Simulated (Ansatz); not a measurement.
# SiS2 (Ibam): how the settings move a single-point run

Question: which choices in the input matter for SiS2 (Ibam)?

Method: reference: DFT r2SCAN, scalar-relativistic, plane waves, PAW, in Ansatz 0.2.0.

2 further runs of the same task are left out: 2 that didn't finish. Runs told in other sessions of the task aren't counted.

**1. Starting point**

Symmetry: Ibam, No. 72, orthorhombic system. The conventional cell has a = 6.064 Å, b = 9.890 Å, c = 5.557 Å, α = 90.00°, β = 90.00°, γ = 90.00°. Si (site symmetry 222) has 4 S at 2.14 Å in its first shell of neighbours. S (site symmetry m) is surrounded by 2 Si at 2.14 Å.

As a file:

```
Si S
1.0
    -3.03183    4.94506    2.77845
     3.03183   -4.94506    2.77845
     3.03183    4.94506   -2.77845
Si S
2 4
Direct
  0.75000 0.75000 0.00000
  0.25000 0.25000 0.00000
  0.88529 0.80900 0.69430
  0.11471 0.19100 0.30570
  0.38529 0.69100 0.07629
  0.61471 0.30900 0.92371
```

**2. Reference**

Input file input.yaml:

```yaml
crystal:
  lattice:
    - [-3.0318341203, 4.9450581849, 2.7784451076]
    - [3.0318341203, -4.9450581849, 2.7784451076]
    - [3.0318341203, 4.9450581849, -2.7784451076]
  atoms:
    - { symbol: Si, position: [0.75, 0.75, 0.0] }
    - { symbol: Si, position: [0.25, 0.25, 0.0] }
    - { symbol: S, position: [0.8852916911, 0.8090041898, 0.6942958809] }
    - { symbol: S, position: [0.1147083089, 0.1909958102, 0.3057041191] }
    - { symbol: S, position: [0.3852916911, 0.6909958102, 0.0762875013] }
    - { symbol: S, position: [0.6147083089, 0.3090041898, 0.9237124987] }
basis:
  ecutwfc: 500
  ecutrho_ratio: 4
kpoints:
  mp_grid: { grid: [6, 6, 6] }
  band_path:
    path:
      - [[0.0, 0.0, 0.0], [0.5, -0.5, 0.5], [0.34397408, -0.34397408, 0.65602592]]
      - [[-0.34397408, 0.34397408, 0.34397408], [0.0, 0.0, 0.0], [0.3289225, 0.3289225, -0.3289225]]
      - [[0.6710775, -0.3289225, 0.3289225], [0.5, -0.5, 0.5]]
      - [[0.0, 0.0, 0.0], [0.0, 0.5, 0.0], [0.25, 0.25, 0.25], [0.5, 0.0, 0.0], [0.0, 0.0, 0.0], [0.0, 0.0, 0.5], [0.25, 0.25, 0.25]]
    npoints: 14
hamiltonian:
  xc: r2scan
scf:
  occupations: { method: gaussian, width: 0.05 }
  n_extra_bands: 15
output:
  forces: true
  stress: true
  eigenvalues: true
  populations: true
  dos: { projected: true, de: 0.02, nscf_kmesh: { grid: [9, 9, 9] } }
  bader: true
  write_density: true
  write_potential: true
  elf: true
  volumetric_format: npy
```

Started as:

```
$ ansatz run input.yaml --threads 4 --pin off --max-ram 7168MiB --backend cpu --events-out ev --progress --plain --runs-dir out
```

From the output:

```text
[...]
Basis set: ecut = 500 eV, 4227 PW (Γ), exchange–correlation on 192×192×192 points (64 copies of the dense FFT grid, shifted against one another)
[...]
k-points: 46 of 216
[...]
SCF iter   1: F=—  HF=-4905.894698 eV  |F-HF|=—  |Δ(HF+E_count)|=         —  Δρ=4.35e-3  dr2=5.15e-2  dr2_τ=1.01e-1  ethr=1.77e-3  ⟨swp⟩=6.8  Hψ=8752  notcnv=0  defer=86
preconditioner: auto → Resta (q_TF=auto, 2.072 Å⁻¹)  ε∞=2.6  [insulator: Δε(μ)=3.449 eV  Ē_g=12.886 eV  σ=0.050 eV  W_gap=1.00  n_scr=22 (ndim 8)  ℏωp=16.3 eV  f_vac=0.093  D(μ)=0.00/eV (n_scr^D=0)  ε∞_Penn≈2.6]
SCF iter   2: F=—  HF=-4905.951032 eV  |F-HF|=—  |Δ(HF+E_count)|=   5.63e-2  Δρ=2.63e-3  dr2=9.74e-3  dr2_τ=2.14e-4  ethr=1.61e-4  ⟨swp⟩=2.9  Hψ=2789  notcnv=0  defer=407
[...]
SCF iter   6: F=—  HF=-4905.947934 eV  |F-HF|=—  |Δ(HF+E_count)|=   2.40e-6  Δρ=8.50e-6  dr2=1.67e-7  dr2_τ=2.56e-9  ethr=8.28e-9  ⟨swp⟩=2.0  Hψ=1509  notcnv=0  defer=407
SCF iter   7: F=-4905.947934 eV  HF=-4905.947934 eV  |F-HF|=2.14e-9  |Δ(HF+E_count)|=   1.66e-7  Δρ=1.03e-6  dr2=2.27e-9  dr2_τ=4.05e-11  ethr=3.13e-10  ⟨swp⟩=16.4  Hψ=11767  notcnv=0
[...]
SCF converged after 7 iterations
Free energy (F): -4905.947934 eV
[...]
E sigma→0 (E₀):  -4905.947934 eV
Fermi energy:    3.252689 eV
[...]
  P = ⅓ Tr σ = -0.1914 GPa (-1.914 kbar)
[...]
```

Run time: 36 s. Hardware: 4 threads of Arm Neoverse V2, shared host; peak memory 1.1 GiB.

**3. Changed: mp_grid.grid [4, 4, 4]**

Input file input.yaml:

```yaml
crystal:
  lattice:
    - [-3.0318341203, 4.9450581849, 2.7784451076]
    - [3.0318341203, -4.9450581849, 2.7784451076]
    - [3.0318341203, 4.9450581849, -2.7784451076]
  atoms:
    - { symbol: Si, position: [0.75, 0.75, 0.0] }
    - { symbol: Si, position: [0.25, 0.25, 0.0] }
    - { symbol: S, position: [0.8852916911, 0.8090041898, 0.6942958809] }
    - { symbol: S, position: [0.1147083089, 0.1909958102, 0.3057041191] }
    - { symbol: S, position: [0.3852916911, 0.6909958102, 0.0762875013] }
    - { symbol: S, position: [0.6147083089, 0.3090041898, 0.9237124987] }
basis:
  ecutwfc: 500
  ecutrho_ratio: 4
kpoints:
  mp_grid: { grid: [4, 4, 4] }
hamiltonian:
  xc: r2scan
scf:
  occupations: { method: gaussian, width: 0.05 }
output:
  forces: true
  stress: true
```

Started as:

```
$ ansatz run input.yaml --threads 4 --pin off --max-ram 7168MiB --backend cpu --events-out ev --progress --plain --runs-dir out
```

Output, cut to the lines that bear on the results:

```text
Warning: RAYON_NUM_THREADS=4 ignored (pool sized by the plan → 4); use --threads N
[...]
Pseudopotentials: kind: paw
Pseudopotential: Si, paw, valence charge 4, recommended cutoff 500 eV (meta_gga), Si.paw.azcp
Pseudopotential: S, paw, valence charge 6, recommended cutoff 500 eV (meta_gga), S.paw.azcp
Functional definition: r2SCAN
[...]
Crystal: 6 atoms, lattice volume = 166.624 Å³
Basis set: ecut = 500 eV, 4227 PW (Γ), exchange–correlation on 192×192×192 points (64 copies of the dense FFT grid, shifted against one another)
Bands: 22, of which v1, the nominal top of the filled ones, is band 16 counted from 1 (15 counted from 0)
Symmetry: 8 space group operations
Space group: Ibam (ITA 72), of the structure as read, at distance tolerance 5.5e-5 Å
k-points: 18 of 64
[...]
SCF iter   1: F=—  HF=-4905.895213 eV  |F-HF|=—  |Δ(HF+E_count)|=         —  Δρ=4.30e-3  dr2=4.81e-2  dr2_τ=1.02e-1  ethr=1.77e-3  ⟨swp⟩=7.6  Hψ=2552  notcnv=0
[...]
SCF iter   7: F=-4905.947750 eV  HF=-4905.947750 eV  |F-HF|=4.43e-9  |Δ(HF+E_count)|=   2.90e-7  Δρ=1.67e-6  dr2=6.72e-9  dr2_τ=1.76e-10  ethr=5.21e-10  ⟨swp⟩=5.0  Hψ=1491  notcnv=0
[...]
SCF converged after 7 iterations
Free energy (F): -4905.947750 eV
[...]
E sigma→0 (E₀):  -4905.947750 eV
Fermi energy:    3.270814 eV
[...]
--- Forces (eV/Å), atoms counted from 1 ---
  atom   1  Si    -0.00000000     0.00000000     0.00000000
  atom   2  Si     0.00000000     0.00000000     0.00000000
  atom   3  S     -0.00222608    -0.00092181     0.00000000
  atom   4  S      0.00222608     0.00092181     0.00000000
  atom   5  S      0.00222608    -0.00092181    -0.00000000
  atom   6  S     -0.00222608     0.00092181     0.00000000
[...]
--- Stress (GPa, compression-positive) ---
       -0.186782       0.000000       0.000000
        0.000000      -0.171663       0.000000
        0.000000       0.000000      -0.213933
  P = ⅓ Tr σ = -0.1908 GPa (-1.908 kbar)
```

Wall time 2.5 s (4 threads of Arm Neoverse V2, shared host); peak memory 0.93 GiB.

Changing the k-point mesh moves the energy by 0.0 meV/atom, and the gap on the mesh goes from 3.44 to 3.48 eV. Sampling errors of the energy have no fixed sign. A gap read on a mesh depends on which points the mesh holds, and a coarse mesh shifts the density too.

**4. Changed: xc lda, scf.algorithm direct_min**

Input file input.yaml:

```yaml
crystal:
  lattice:
    - [-3.0318341203, 4.9450581849, 2.7784451076]
    - [3.0318341203, -4.9450581849, 2.7784451076]
    - [3.0318341203, 4.9450581849, -2.7784451076]
  atoms:
    - { symbol: Si, position: [0.75, 0.75, 0.0] }
    - { symbol: Si, position: [0.25, 0.25, 0.0] }
    - { symbol: S, position: [0.8852916911, 0.8090041898, 0.6942958809] }
    - { symbol: S, position: [0.1147083089, 0.1909958102, 0.3057041191] }
    - { symbol: S, position: [0.3852916911, 0.6909958102, 0.0762875013] }
    - { symbol: S, position: [0.6147083089, 0.3090041898, 0.9237124987] }
basis:
  ecutwfc: 500
  ecutrho_ratio: 4
kpoints:
  mp_grid: { grid: [6, 6, 6] }
hamiltonian:
  xc: lda
scf:
  occupations: { method: gaussian, width: 0.05 }
  algorithm: direct_min
output:
  forces: true
  stress: true
  write_density: true
  write_potential: true
  elf: true
  volumetric_format: npy
```

Started as:

```
$ ansatz run input.yaml --threads 4 --pin off --max-ram 7168MiB --backend cpu --events-out ev --progress --plain --runs-dir out
```

Output, cut to the lines that bear on the results:

```text
Warning: RAYON_NUM_THREADS=4 ignored (pool sized by the plan → 4); use --threads N
[...]
Pseudopotentials: kind: paw
Pseudopotential: Si, paw, valence charge 4, recommended cutoff 420 eV (normal), Si.paw.azcp
Pseudopotential: S, paw, valence charge 6, recommended cutoff 420 eV (normal), S.paw.azcp
Functional definition: SPW92
[...]
Crystal: 6 atoms, lattice volume = 166.624 Å³
Basis set: ecut = 500 eV, 4227 PW (Γ)
Bands: 22, of which v1, the nominal top of the filled ones, is band 16 counted from 1 (15 counted from 0)
Symmetry: 8 space group operations
Space group: Ibam (ITA 72), of the structure as read, at distance tolerance 5.5e-5 Å
k-points: 46 of 216
[...]
SCF iter   1: F=—  HF=-4699.054100 eV  |F-HF|=—  |Δ(HF+E_count)|=         —  Δρ=4.56e-3  dr2=2.97e-2  ethr=1.77e-3  ⟨swp⟩=12.8  Hψ=5644  notcnv=0
[...]
SCF iter   5: F=-4699.047503 eV  HF=-4699.047503 eV  |F-HF|=1.84e-8  |Δ(HF+E_count)|=   1.75e-7  Δρ=3.07e-6  dr2=2.57e-8  ethr=1.30e-9  ⟨swp⟩=4.0  Hψ=2525  notcnv=0
[...]
SCF converged after 5 iterations
Stability not checked: this state was not tested for a lower state beside it, because a direct minimisation reached the state, and no test of it is asked (direct_minimisation; see scf.lower_state_search)
Free energy (F): -4699.047503 eV
[...]
E sigma→0 (E₀):  -4699.047503 eV
Fermi energy:    3.046867 eV
[...]
--- Forces (eV/Å), atoms counted from 1 ---
  atom   1  Si     0.00000000     0.00000000     0.00000000
  atom   2  Si    -0.00000000     0.00000000     0.00000000
  atom   3  S      0.04453237     0.01483505     0.00000000
  atom   4  S     -0.04453237    -0.01483505     0.00000000
  atom   5  S     -0.04453237     0.01483505     0.00000000
  atom   6  S      0.04453237    -0.01483505     0.00000000
[...]
--- Stress (GPa, compression-positive) ---
       -1.051726       0.000000       0.000000
        0.000000      -1.158257       0.000000
        0.000000       0.000000      -1.410252
  P = ⅓ Tr σ = -1.2067 GPa (-12.067 kbar)
--- Band table (eV; the first three rows and the last of 46) ---
[... band rows left out ...]
[...]
```

It took 8.1 s on 4 threads of Arm Neoverse V2, shared host; peak memory 0.73 GiB.

A change of functional puts the total energy on another scale; the pressure goes from -0.2 to -1.2 GPa, the gap on the mesh goes from 3.44 to 2.84 eV and the largest force goes from 0.00 to 0.05 eV/Å. At this fixed cell a lower pressure means that this functional prefers a smaller volume than the reference.

**5. Changing settings: mp_grid.grid [9, 9, 9], pseudopotentials.kind nc, occupations.method fermi_dirac, occupations.width 0.1**

Input file input.yaml:

```yaml
crystal:
  lattice:
    - [-3.0318341203, 4.9450581849, 2.7784451076]
    - [3.0318341203, -4.9450581849, 2.7784451076]
    - [3.0318341203, 4.9450581849, -2.7784451076]
  atoms:
    - { symbol: Si, position: [0.75, 0.75, 0.0] }
    - { symbol: Si, position: [0.25, 0.25, 0.0] }
    - { symbol: S, position: [0.8852916911, 0.8090041898, 0.6942958809] }
    - { symbol: S, position: [0.1147083089, 0.1909958102, 0.3057041191] }
    - { symbol: S, position: [0.3852916911, 0.6909958102, 0.0762875013] }
    - { symbol: S, position: [0.6147083089, 0.3090041898, 0.9237124987] }
basis:
  ecutwfc: 500
  ecutrho_ratio: 4
kpoints:
  mp_grid: { grid: [9, 9, 9] }
hamiltonian:
  xc: r2scan
  pseudopotentials: { kind: nc }
scf:
  occupations: { method: fermi_dirac, width: 0.1 }
output:
  forces: true
  stress: true
```

Started as:

```
$ ansatz run input.yaml --threads 4 --pin off --max-ram 7168MiB --backend cpu --events-out ev --progress --plain --runs-dir out
```

Output, cut to the lines that bear on the results:

```text
Warning: basis.ecutwfc = 500 eV is below the records' recommended 770 eV, and the density's cutoff is lower with it unless basis.ecutrho_ratio is high enough to keep the records' density cutoff: compare with a run at a higher cutoff
Warning: basis.ecutrho_ratio = 4 (ecutrho = 2000 eV) is below the records' recommended 3080 eV
Warning: RAYON_NUM_THREADS=4 ignored (pool sized by the plan → 4); use --threads N
[...]
Pseudopotentials: kind: nc
Pseudopotential: Si, nc, valence charge 4, recommended cutoff 489.804952 eV (normal), Si.nc.azcp
Pseudopotential: S, nc, valence charge 6, recommended cutoff 770 eV (normal), S.nc.azcp
Functional definition: r2SCAN
[...]
Crystal: 6 atoms, lattice volume = 166.624 Å³
Basis set: ecut = 500 eV, 4227 PW (Γ), exchange–correlation on 192×192×192 points (64 copies of the dense FFT grid, shifted against one another)
Bands: 22, of which v1, the nominal top of the filled ones, is band 16 counted from 1 (15 counted from 0)
Symmetry: 8 space group operations
Space group: Ibam (ITA 72), of the structure as read, at distance tolerance 5.5e-5 Å
k-points: 125 of 729
[...]
SCF iter   1: F=—  HF=-1503.532402 eV  |F-HF|=—  |Δ(HF+E_count)|=         —  Δρ=3.83e-2  dr2=2.92e0  dr2_τ=2.24e-1  ethr=3.10e-3  ⟨swp⟩=10.1  Hψ=21757  notcnv=0
[...]
SCF iter   8: F=-1503.000508 eV  HF=-1503.000508 eV  |F-HF|=2.38e-8  |Δ(HF+E_count)|=   2.86e-7  Δρ=3.81e-6  dr2=5.71e-8  dr2_τ=9.14e-10  ethr=3.13e-10  ⟨swp⟩=6.7  Hψ=12976  notcnv=0
[...]
SCF converged after 8 iterations
Free energy (F): -1503.000508 eV
[...]
E sigma→0 (E₀):  -1503.000508 eV
Entropy (-TS):   -0.000000 eV (-0.000 meV/atom)
Fermi energy:    3.316730 eV
[...]
--- Forces (eV/Å), atoms counted from 1 ---
  atom   1  Si     0.00000000     0.00000000     0.00000000
  atom   2  Si     0.00000000     0.00000000     0.00000000
  atom   3  S     -0.03065780    -0.03033220     0.00000000
  atom   4  S      0.03065780     0.03033220     0.00000000
  atom   5  S      0.03065780    -0.03033220     0.00000000
  atom   6  S     -0.03065780     0.03033220     0.00000000
[...]
--- Stress (GPa, compression-positive) ---
       -0.054900       0.000000       0.000000
        0.000000      -0.040438       0.000000
        0.000000       0.000000       0.016225
  P = ⅓ Tr σ = -0.0264 GPa (-0.264 kbar)
```

Wall time 12 s (4 threads of Arm Neoverse V2, shared host); peak memory 1.1 GiB.

Total energies don't compare across a change of potentials; the largest force goes from 0.00 to 0.04 eV/Å. The k-point mesh and smearing changed too. The cutoff is far under what these potentials recommend, so these values carry a basis error that can be large.

**6. Comparison**

| run | ending | energy change | pressure (GPa) | gap (eV) | force (eV/Å) | cycles | time |
| --- | --- | --- | --- | --- | --- | --- | --- |
| reference | converged | 0 | -0.2 | 3.44 | 0.00 | 7 | 36 s |
| 1: mp_grid.grid [4, 4, 4] | converged | 0.0 meV/atom | -0.2 | 3.48 | 0.00 | 7 | 2.5 s |
| 2: xc lda, scf.algorithm direct_min | converged | not comparable | -1.2 | 2.84 | 0.05 | 5 | 8.1 s |
| 3: mp_grid.grid [9, 9, 9], pseudopotentials.kind nc, occupations.method fermi_dirac, occupations.width 0.1 | converged | not comparable | 0.0 | 3.45 | 0.04 | 8 | 12 s |

Times don't compare one to one where runs were asked for different outputs or read a saved state (see the inputs); cycles may leave out searches for a lower state.

Residual by cycle in the longest SCF loop of each run; runs are numbered as in the table. The quantity is the density residual dr2, in eV.

| cycle | reference | run 1 | run 2 | run 3 |
| --- | --- | --- | --- | --- |
| 1 | 0.0515 | 0.0481 | 0.0297 | 2.92 |
| 2 | 0.00974 | 0.0118 | 0.0033 | 0.676 |
| 3 | 8.4e-4 | 4.4e-4 | 4.7e-5 | 0.018 |
| 4 | 2.3e-5 | 2.9e-5 | 7.1e-7 | 0.00338 |
| 5 | 2.7e-6 | 4.9e-6 | 2.6e-8 | 2.2e-4 |
| 6 | 1.7e-7 | 3.6e-7 | - | 6.1e-5 |
| 7 | 2.3e-9 | 6.7e-9 | - | 8.3e-7 |
| 8 | - | - | - | 5.7e-8 |

«mp_grid.grid [4, 4, 4]» leaves the energy as it was. Run 3 ran under the cutoff that the potentials recommend, as the log warns, so basis error is mixed into its values, and swamps them where the cutoff is far short.

The gaps are Kohn-Sham values of a semilocal functional, not quasiparticle or optical gaps. Such gaps usually fall short of the measured ones.
